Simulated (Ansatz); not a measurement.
**Field gradients of Te2Mo from run to run**

Cell of run 1: an entry of the Crystallography Open Database (COD).

Space group P2_1/m (No. 11); a = 6.3300, b = 3.4690, c = 13.8600 Å, β = 93.92°.

| site | Wyckoff | site symmetry | x | y | z |
| --- | --- | --- | --- | --- | --- |
| Te1 | 2e | m | 0.5568 | 0.7500 | 0.3516 |
| Te3 | 2e | m | 0.5888 | 0.2500 | 0.1045 |
| Te5 | 2e | m | 0.0970 | 0.7500 | 0.1486 |
| Te7 | 2e | m | 0.0563 | 0.2500 | 0.3955 |
| Mo9 | 2e | m | 0.3181 | 0.7500 | 0.5066 |
| Mo11 | 2e | m | 0.1833 | 0.2500 | 0.0074 |

One atom of each set is listed.

Relaxed positions (PBE, cell held):

Te1 (0.5571, 0.7500, 0.3504)
Te3 (0.5877, 0.2500, 0.1042)
Te5 (0.0968, 0.7500, 0.1500)
Te7 (0.0548, 0.2500, 0.3955)
Mo9 (0.3207, 0.7500, 0.5067)
Mo11 (0.1814, 0.2500, 0.0077)

All runs are DFT with Ansatz 0.2.0 (plane waves and PAW, scalar-relativistic unless spin–orbit coupling is named, Γ-centred meshes, Fermi–Dirac smearing where given) in this cell.

Run 1: PBE, atoms as given; 420 eV, 7×13×4 k-points, smearing 0.02 eV.
Run 2: PBE, atoms relaxed; 420 eV, 7×13×4 k-points, smearing 0.05 eV.
Run 3: r2SCAN, at the relaxed atoms; 500 eV, 7×13×4 k-points, smearing 0.05 eV.
Run 4: PBE with spin–orbit coupling, at the relaxed atoms; 420 eV, 7×13×4 k-points, smearing 0.05 eV.
Run 5: LDA, at the relaxed atoms; 420 eV, 7×13×4 k-points, smearing 0.05 eV.
Run 6: PBEsol, at the relaxed atoms; 420 eV, 7×13×4 k-points, smearing 0.05 eV.

Problem. What does each run give, and what moves the gradients most?

Solution. 

| run | Te1 V_zz (η) | Te3 V_zz (η) | Te7 V_zz (η) |
| --- | --- | --- | --- |
| 1 | -16.61 (0.65) | 21.4 (0.55) | 21.2 (0.52) |
| 2 | -15.36 (0.75) | 21.5 (0.58) | 21.0 (0.56) |
| 3 | -15.93 (0.85) | 23.1 (0.68) | 22.7 (0.68) |
| 4 | -15.00 (0.75) | 20.5 (0.66) | 20.1 (0.65) |
| 5 | -14.74 (0.74) | 20.8 (0.55) | 20.4 (0.53) |
| 6 | -15.15 (0.72) | 20.9 (0.55) | 20.5 (0.53) |

V_zz in 10²¹ V/m²; 3 of the 6 sets of like atoms are followed. Against run 1, the gradient tensors on these sites move by at most 1.28 in run 2 (Te1), 2.94 in run 3 (Te7), 1.70 in run 4 (Te7), 1.90 in run 5 (Te1), 1.47 in run 6 (Te1). Taken one at a time, the functional (between the two that differ most) moves the tensors on these sites by up to 3.43 (largest principal value of the change, on Te7), the positions of the atoms (as given or relaxed) by 1.28 (Te1), spin–orbit coupling by 1.06 (Te7).

In runs 1, 2, 3, 4, 5, 6 there is no gap above 0.1 eV, so the gradients can move by 10 % or more with the k-mesh. In runs 3, 5, 6 the atoms aren't at the calculated equilibrium (largest force 0.29, 0.53, 0.31 eV/Å).
